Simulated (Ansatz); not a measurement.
# MgAl$_{2}$O$_{4}$ in the spinel structure (space group Fd-3m, No. 227)

```yaml
crystal:
  lattice:
    - [0.00000, 4.08433, 4.08433]
    - [4.08433, 0.00000, 4.08433]
    - [4.08433, 4.08433, 0.00000]
  atoms:
    - { symbol: Mg, position: [0.75000, 0.75000, 0.75000] }
    - { symbol: Mg, position: [0.50000, 0.50000, 0.50000] }
    - { symbol: Al, position: [0.62500, 0.12500, 0.12500] }
    - { symbol: Al, position: [0.12500, 0.12500, 0.62500] }
    - { symbol: Al, position: [0.12500, 0.62500, 0.12500] }
    - { symbol: Al, position: [0.12500, 0.12500, 0.12500] }
    - { symbol: O, position: [0.36146, 0.36146, 0.36146] }
    - { symbol: O, position: [0.33437, 0.88854, 0.88854] }
    - { symbol: O, position: [0.36146, 0.36146, 0.91563] }
    - { symbol: O, position: [0.88854, 0.33437, 0.88854] }
    - { symbol: O, position: [0.91563, 0.36146, 0.36146] }
    - { symbol: O, position: [0.88854, 0.88854, 0.88854] }
    - { symbol: O, position: [0.36146, 0.91563, 0.36146] }
    - { symbol: O, position: [0.88854, 0.88854, 0.33437] }
```

Method: Ansatz (an electronic-structure program), PBE, PAW, cutoff 420 eV, no spin-orbit coupling. k-mesh 6×6×6 (Γ-centred); smearing 0.05 eV (Fermi–Dirac).

| Item | Result |
|---|---|
| Volume per atom | 9.73 Å³ |
| Density | 3.47 g/cm³ |
| Band gap | 5.12 eV, indirect, K–Γ (71 % along) → Γ |
| Electron mass | 0.37 mₑ |
| Lowest conduction-band minima above the VBM | Γ 5.12 eV |
| Total energy | -754.192 eV/atom (σ→0; compares only within this code and set-up) |

Masses are band curvatures over ±0.01 Å⁻¹ around the edge. Stability against distortions was not tested.
